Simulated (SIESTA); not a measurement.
Crystal: PbSe (Clausthalite).

```
Pb Se
1.0
     0.00000    3.06065    3.06065
     3.06065    0.00000    3.06065
     3.06065    3.06065    0.00000
Pb Se
1 1
Direct
  0.00000 0.00000 0.00000
  0.50000 0.50000 0.50000
```

Base run:

- Program: SIESTA 5.4.2
- Functional: VV10
- Potentials or basis: PseudoDojo 0.4 standard (PBE files)
- Basis: DZP (energy shift 0.003 Ry; two zetas on semicore shells)
- Grid cutoff: 500 Ry
- Energy shift: 0.003 Ry
- k mesh: 8 × 8 × 8
- Occupations: fermi-dirac, width 0.05 eV
- Spin: no spin polarisation

Its results: band gap on the k mesh 0.33 eV, direct; pressure 4.3 GPa.

Task: The run is repeated on the same cell with these changes: functional from VV10 to vdW-DF. What comes out?

Result: Band gap on the k mesh 0.50 eV, direct; pressure 6.8 GPa.

Caveats: the potentials were made for another functional, which shifts forces and pressure; spin-orbit coupling is left out, which as a rule narrows the gap of such compounds by several tenths of an eV; the basis of atomic orbitals isn't converged, which shifts pressures, moduli and gaps; the non-local part is tabulated coarsely and may be off by about a percent (some runs).

A k mesh can miss the band edges.

Not every run made on this cell is shown here.
